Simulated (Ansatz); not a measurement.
Runs of Ansatz 0.2.0 on CdSe (Cadmoselite). The structure is hexagonal, space group P6_3mc (No. 186). Conventional cell: a = 4.300 Å, b = 4.300 Å, c = 7.020 Å, α = 90.00°, β = 90.00°, γ = 120.00°. Cd (site symmetry 3m) has 4 Se at 2.61 to 2.70 Å as nearest neighbours. Around Se (site symmetry 3m) lie 4 Cd at 2.61 to 2.70 Å. 

```tsv
task	level	potentials or basis	cell	cutoff (eV)	points for each segment of the path	gap on the mesh (eV)	pressure (GPa)	relaxed volume (Å³/atom)	largest force (eV/Å)
relaxation of cell and atoms	m-r2SCAN	Ansatz PAW	relaxed	500	-	1.11	0.0	28.86	-
relaxation of cell and atoms	PBEsol+D3(BJ)	Ansatz PAW	relaxed	420	-	(a)	0.0	(b)	-
band structure	PBE	Ansatz PAW	as given	420	14	0.70	3.0	-	0.28
band structure	r2SCAN	Ansatz PAW	as given	500	14	1.20	1.6	-	0.28
band structure	PBE	PseudoDojo stringent (PBE files)	as given	1633	14	0.70	3.0	-	0.28
single point	PBE	Ansatz PAW	as given	800	-	0.70	3.0	-	0.28
```

Alike in all rows: no spin polarisation; k mesh 7 × 7 × 4; smearing fermi-dirac 0.05 eV.

Task: Fill in the values left out.

Result: (a) 0.60; (b) 27.25.

Caveats: odd divisions of the mesh miss points on the zone boundary, where band edges often lie, so the gap on the mesh can be too wide (some runs); the PAW data sets come from PBE, with cores solved anew for the run's functional, which leaves a small shift of forces and pressure (some runs); the plane-wave basis is chosen anew once the cell has moved, so the energies of steps on either side of that aren't comparable (some runs).

A k mesh can miss the band edges, and the runs leave out spin-orbit coupling on Cd, Se.

The runs don't all hold the same shells in valence.
